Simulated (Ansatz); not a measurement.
# BeH2: the cost of one run

Computed with Ansatz 0.2.0 (DFT PBE, scalar-relativistic, plane waves, PAW, unless a step's input says otherwise).

### Step 1. The system as given

It takes space group I4/mcm (No. 140, tetragonal). The conventional cell has a = 7.684 Å, b = 7.684 Å, c = 6.340 Å, α = 90.00°, β = 90.00°, γ = 90.00°. Be (site symmetry m) has 4 H at 1.18 to 1.21 Å as nearest neighbours. Around H (site symmetry 2) lie 2 Be at 1.21 Å. Around H (site symmetry m2m) lie 2 Be at 1.18 Å. H (site symmetry 2/m) has 2 Be at 1.18 Å as nearest neighbours.

Coordinates:

```
Be H
1.0
    -3.84188    3.84188    3.17002
     3.84188   -3.84188    3.17002
     3.84188    3.84188   -3.17002
Be H
8 16
Cartesian
  -1.1389 2.7030 1.1844
  1.1389 4.9808 1.1844
  4.9808 -1.1389 1.1844
  2.7030 1.1389 1.1844
  1.1389 2.7030 1.9856
  -1.1389 4.9808 1.9856
  2.7030 -1.1389 1.9856
  4.9808 1.1389 1.9856
  0.0000 2.7030 1.5850
  -1.1389 3.8419 1.5850
  2.7030 -1.1389 3.1700
  -1.9209 1.9209 1.5850
  1.1389 3.8419 1.5850
  0.0000 4.9808 1.5850
  1.9209 -1.9209 1.5850
  1.1389 4.9808 0.0000
  1.1389 2.7030 3.1700
  1.9209 1.9209 -1.5850
  3.8419 -1.1389 1.5850
  4.9808 0.0000 1.5850
  1.9209 1.9209 1.5850
  2.7030 1.1389 0.0000
  2.7030 0.0000 1.5850
  3.8419 1.1389 1.5850
```

A structure generator made this guess: 4-connected net, bridging atoms on its edges (I4/mcm, No. 140). The dimensions are guesses.

### Step 2. The guess as it stands, on a coarse mesh

File input.yaml:

```yaml
crystal:
  lattice:
    - [-3.84187844, 3.84187844, 3.17002218]
    - [3.84187844, -3.84187844, 3.17002218]
    - [3.84187844, 3.84187844, -3.17002218]
  atoms:
    - { symbol: Be, position: [0.53858588, 0.03858588, 0.20355034] }
    - { symbol: Be, position: [0.83503554, 0.33503554, 0.79644966] }
    - { symbol: Be, position: [0.03858588, 0.83503554, 0.5] }
    - { symbol: Be, position: [0.33503554, 0.53858588, 0.5] }
    - { symbol: Be, position: [0.66496446, 0.46141412, 0.5] }
    - { symbol: Be, position: [0.96141412, 0.16496446, 0.5] }
    - { symbol: Be, position: [0.16496446, 0.66496446, 0.20355034] }
    - { symbol: Be, position: [0.46141412, 0.96141412, 0.79644966] }
    - { symbol: H, position: [0.60177517, 0.25, 0.35177517] }
    - { symbol: H, position: [0.75, 0.10177517, 0.35177517] }
    - { symbol: H, position: [0.35177517, 0.85177517, 0.20355034] }
    - { symbol: H, position: [0.5, 0.0, 0.0] }
    - { symbol: H, position: [0.75, 0.39822483, 0.64822483] }
    - { symbol: H, position: [0.89822483, 0.25, 0.64822483] }
    - { symbol: H, position: [0.0, 0.5, 0.0] }
    - { symbol: H, position: [0.64822483, 0.14822483, 0.79644966] }
    - { symbol: H, position: [0.85177517, 0.64822483, 0.5] }
    - { symbol: H, position: [0.0, 0.0, 0.5] }
    - { symbol: H, position: [0.10177517, 0.75, 0.35177517] }
    - { symbol: H, position: [0.25, 0.89822483, 0.64822483] }
    - { symbol: H, position: [0.5, 0.5, 0.5] }
    - { symbol: H, position: [0.14822483, 0.35177517, 0.5] }
    - { symbol: H, position: [0.25, 0.60177517, 0.35177517] }
    - { symbol: H, position: [0.39822483, 0.75, 0.64822483] }
basis:
  ecutwfc: 420
kpoints:
  mp_grid: { grid: [4, 4, 4] }
hamiltonian:
  xc: pbe
scf:
  occupations: { method: gaussian, width: 0.1 }
  lower_state_search: "off"
output:
  forces: true
  stress: true
  eigenvalues: true
```

Run with:

```console
ansatz run input.yaml --threads 1 --pin off --max-ram 2560MiB --backend cpu --events-out ev --progress --plain --runs-dir out
```

What time and memory should one allow on 1 thread of Arm Neoverse V2, shared host?

About 4.3 s, with a peak of 0.41 GiB.
